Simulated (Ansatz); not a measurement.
# A plane-wave run on PbI2

The input, for Ansatz 0.2.0 (plane waves, PAW):

```yaml
crystal:
  lattice:
    - [4.585265, 0.0, 0.0]
    - [-2.292633, 3.970961, 0.0]
    - [0.0, 0.0, 7.023358]
  atoms:
    - { symbol: Pb, position: [0.0, 0.0, 0.0] }
    - { symbol: I, position: [0.33333, 0.66667, 0.265] }
    - { symbol: I, position: [0.66667, 0.33333, 0.735] }
  symmetry: { tolerance: 0.0003 }
kpoints:
  mp_grid: { grid: [7, 7, 4], shift: [0, 0, 0] }
  band_path:
    path:
      - [0.0, 0.0, 0.0]
      - [0.5, 0.0, 0.0]
      - [0.33333333, 0.33333333, 0.0]
      - [0.0, 0.0, 0.0]
      - [0.0, 0.0, 0.5]
      - [0.5, 0.0, 0.5]
      - [0.33333333, 0.33333333, 0.5]
      - [0.0, 0.0, 0.5]
    npoints: 7
magnetization:
  spin_polarized: false
scf:
  occupations: { method: cold, width: 0.0243 }
  lower_state_search: "off"
  max_iter: 200
hamiltonian:
  pseudopotentials: { kind: paw }
  xc: pbesol
basis:
  ecutwfc: 420
  fft_grid_basis: typed
output:
  forces: true
  stress: true
  eigenvalues: true
  bader: true
  populations: true
  elf: true
  write_potential: true
  volumetric_format: npy
  dos:
    e_range: [-12, 8]
    de: 0.05
    projected: { site_lists: { I: [I], Pb: [Pb] } }
checkpoint:
  read: saved_state
```

The run starts from an earlier solution of this cell. 

Excerpt of what it printed:

```
SCF iter   1: F=—  Δρ=3.58e-4  dr2=2.40e-4
SCF iter   2: F=—  S|Δr|=    0.00e0  Δρ=1.69e-4  dr2=5.11e-5
SCF iter   3: F=—  S|Δr|=    0.00e0  Δρ=6.03e-5  dr2=8.13e-6
SCF iter   4: F=—  S|Δr|=    0.00e0  Δρ=1.46e-5  dr2=4.58e-7
SCF iter   5: F=-26621.3548 eV  S|Δr|=    0.00e0  Δρ=5.61e-6  dr2=5.08e-8
Free energy (F): -26621.3548 eV
Harris-Foulkes:  -26621.3548 eV  (|F-HF|=1.84e-7)
Internal energy: -26621.3548 eV  (E = F + TS)
E sigma→0 (E₀):  -26621.3548 eV
Fermi energy:    5.8529 eV
--- Stress (GPa, compression-positive) ---
       -0.5156       0.0000       0.0000
        0.0000      -0.5156       0.0000
        0.0000       0.0000      -0.3753
  P = ⅓ Tr σ = -0.4688 GPa (-4.688 kbar)
--- Löwdin populations: 3 sites ---
  site symbol       q [e]
     0     Pb     13.6253
     1      I     17.1459
     2      I     17.1459
  spilling = 0.0017 (of n_electrons = 48.0000)
--- Bader charges: 3 sites ---
  site symbol  charge [e]  shift [e]
     0     Pb      0.9006     0.0000
     1      I     -0.4503     0.0000
     2      I     -0.4503     0.0000
```

Origin: a database entry at a rescaled volume.
